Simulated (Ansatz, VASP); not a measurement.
**SiC in VASP and in Ansatz**

```
Si C
1.0
     0.00000    2.18986    2.18986
     2.18986    0.00000    2.18986
     2.18986    2.18986    0.00000
Si C
1 1
Direct
  0.75000 0.75000 0.75000
  0.00000 0.00000 0.00000
```

Alike in both runs: functional PBE; k mesh 10 × 10 × 10; occupations gaussian, width 0.02 eV; no spin polarisation.

Ansatz relaxed the structure, and its values are those at the end. VASP's run is a single point on that final structure, the one shown.

```csv
,VASP,Ansatz
version,VASP 6.6.1,Ansatz 0.2.0
potentials or method,"VASP PAW PBE potentials, release 64 (Si, C)","scalar-relativistic, plane waves, PAW"
plane-wave cutoff (eV),520,420
valence electrons in the cell,8,8
```

```tsv
	VASP	Ansatz	Ansatz less VASP
gap on the k mesh at the Fermi level (eV)	1.37	1.37	+0.002
least direct gap on the mesh (eV)	4.53	4.53	+0.003
pressure (GPa)	0.0	0.0	+0.05
```

A k mesh can miss the band edges.
